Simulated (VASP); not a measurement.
# GaN (F-43m) under biaxial strain in the (111) plane, part 2 of 2

How do the elastic response and the band edges of GaN follow biaxial strain in the (111) plane?

VASP 6.6.1, plane waves and PAW; the level of theory is named at each step.

So far: Starting point; Relax the crystal, LDA; Strain along the normal, LDA; Band edges, HSE06.

**5. All members**

Hybrid runs start from orbitals of a short LDA run, not shown.

Runs beyond LDA use the data sets made with LDA; this shifts their levels slightly, and their total energies have another zero.

The other members went through these steps as far as the tables show, with the same cutoff and, step by step, the same mesh; 49 runs are not shown. The session took 9.3 core hours (wall time by ranks) on a shared machine.

| in-plane strain (%) | strain along the normal (%) | in-plane stress, tension positive (GPa) | energy above the unstrained row (meV/atom) | gap on the mesh, LDA (eV) |
| --- | --- | --- | --- | --- |
| -2.000 | 0.941 | -10.030 | 13.904 | 2.038 |
| -1.500 | 0.701 | -7.397 | 7.824 | 2.021 |
| -1.000 | 0.465 | -4.852 | 3.519 | 1.998 |
| -0.500 | 0.234 | -2.379 | 0.928 | 1.971 |
| 0 | 0.000 | -0.010 | 0.000 | 1.940 |
| 0.500 | -0.222 | 2.290 | 0.701 | 1.856 |
| 1.000 | -0.443 | 4.503 | 2.972 | 1.772 |
| 1.500 | -0.659 | 6.634 | 6.754 | 1.687 |
| 2.000 | -0.873 | 8.676 | 12.020 | 1.603 |

Slopes at zero strain, from cubics through all rows: strain ratio -0.454, stress over strain 468 GPa.

Band edges at HSE06, counted from the valence-band top at Γ, with one row partly withheld:

```
in-plane strain (%)  gap (eV)  conduction band at Γ (eV)  Δ or X valley along z (eV)  Δ or X valley along x (eV)  lowest conduction level at L, [111] (eV)  lowest conduction level at L, [-111] (eV)  second valence level below the top (eV)  third valence level below the top (eV)
             -2.000     3.350                      3.350                       4.415                       4.415                                     6.800                                      6.384                                    0.000                                   0.220
             -1.500     3.326                      3.326                       4.441                       4.441                                     6.681                                      6.374                                    0.000                                   0.160
             -1.000     3.296                      3.296                       4.462                       4.462                                     6.562                                      6.362                                    0.000                                   0.103
             -0.500     3.260                      3.260                       4.479                       4.479                                     6.444                                      6.345                                    0.000                                   0.050
                  0     3.221                      3.221                       4.492                       4.492                                     6.327                                      6.327                                    0.000                                   0.000
              0.500     3.130                      3.130                       4.454                       4.454                                     6.165                                      6.260                                    0.046                                   0.046
              1.000     3.039                      3.039                       4.416                       4.416                                         ?                                      6.193                                    0.088                                   0.088
              1.500     2.948                      2.948                       4.377                       4.377                                     5.855                                      6.127                                    0.127                                   0.127
              2.000     2.856                      2.856                       4.338                       4.338                                     5.705                                      6.061                                    0.163                                   0.163
```

Conduction masses, in electron masses:

```
in-plane strain (%)  conduction mass at Γ, along the strain axis or the normal of the plane  conduction mass at Γ, across the strain axis or in the plane
             -2.000                                                                   0.193                                                         0.222
             -1.500                                                                   0.197                                                         0.218
             -1.000                                                                   0.198                                                         0.211
             -0.500                                                                   0.200                                                         0.206
                  0                                                                   0.202                                                         0.202
              0.500                                                                   0.202                                                         0.197
              1.000                                                                   0.203                                                         0.191
              1.500                                                                   0.203                                                         0.186
              2.000                                                                   0.202                                                         0.182
```

**6. Fit and prediction**

The quantity to fit is the splitting of the lowest conduction levels at the L points ([111] less [-111]) at HSE06: 0.416, 0.307, 0.201, 0.099, 0.000, -0.094, -0.272, -0.356 eV in the rows shown.

Fitting a parabola to the 8 known rows (d: strain along the axis less the strain across it, in %) gives E = 0.003022 d² + 0.1326 d + 1.13e-4 in eV; the residuals are 8.7e-5 eV r.m.s.

At d = -1.443 this predicts -0.1849 eV.

**7. Prediction against calculation**

The calculation gives -0.1849 eV, so the prediction is right to the last digit shown.

The splitting is Ξu times 8/9 of d, with d as a fraction, so the linear term gives Ξu = 14.9 eV.

**8. Outcome**

| Property | Result |
| --- | --- |
| ratio of normal to in-plane strain | -0.454 |
| biaxial modulus | 468 GPa |
| gap of the unstrained cell, HSE06 | 3.22 eV |
| shear deformation potential Ξu of the lowest conduction levels at L | 14.9 eV |
| error of the predicted row | 0.0 meV |

As a check, the curvature of the energy gives 467 GPa for the same modulus (energy per volume = M × strain²), 0 % from the slope of the stress. The energy also has a linear term worth 0.15 GPa that the stress column lacks, a mark of the finite basis. At HSE06 the lowest conduction valley is Γ throughout, and the gap runs between 2.86 and 3.35 eV. Hole masses are left out throughout, since the top bands are degenerate or cross in many series; of conduction masses, those of the Γ, L and (for Si and Ge under (001) strain) Δ valleys are kept where they change by under an eighth between rows. HSE06 ran on a coarser mesh than the semilocal levels. Spin-orbit coupling is left out at HSE06, so the valence splittings there lack it. Δ or X levels are the lowest on their line, refined by a parabola unless they lie at X; the gap is read from all points sampled and can differ from the lowest valley by some meV, or by tens of meV where strain moves the valence top off Γ. Temperature, zero-point motion and excitons are left out.

[Lines on the potential files, build, host, timing and source positions are cut from VASP's logs without a mark.]

[Logs are printed without paths, hosts, clocks, repeated set-up lines and the standing remarks that a program may print on its own settings, such as how far it seeks lower states.]

[Hosts, paths, dates, database ids (printed as entryN), source tags and the programs' standing remarks are cut or masked in the printed files.]

[In band tables of VASP the shares of atoms and orbitals are scaled to a sum of 1 inside the atoms' spheres.]
